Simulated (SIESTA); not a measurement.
Crystal: Ni.

```xyz
1
Lattice="0.0000 1.7376 1.7376 1.7376 0.0000 1.7376 1.7376 1.7376 0.0000" Properties=species:S:1:pos:R:3 pbc="T T T"
Ni    0.0000    0.0000    0.0000
```

Base run:

| Property | Result |
| --- | --- |
| Program | SIESTA 5.4.2 |
| Functional | PBEsol |
| Potentials or basis | PseudoDojo 0.4 standard (PBEsol files) |
| Basis | DZP (energy shift 0.003 Ry; two zetas on semicore shells) |
| Grid cutoff | 800 Ry |
| Energy shift | 0.003 Ry |
| k mesh | 13 × 13 × 13 |
| Occupations | fermi-dirac, width 0.05 eV |
| Spin | collinear spin, ferromagnetic start |
| Starting moments | [1.0] μB |

Its results: band gap on the k mesh none (metal or under the smearing width); pressure -2.2 GPa; net moment 0.63 μB per cell; site moments Ni +0.63 μB.

Problem. The run is repeated on the same cell with these changes: functional from PBEsol to PBE; potentials or basis from PseudoDojo 0.4 standard (PBEsol files) to PseudoDojo 0.4 standard (PBE files). What comes out?

Solution. Band gap on the k mesh none (metal or under the smearing width); pressure 8.4 GPa; net moment 0.63 μB per cell; site moments Ni +0.63 μB.

Caveats: short orbitals over semicore shells can move pressures by several GPa; the basis of atomic orbitals isn't converged, which shifts pressures, moduli and gaps.
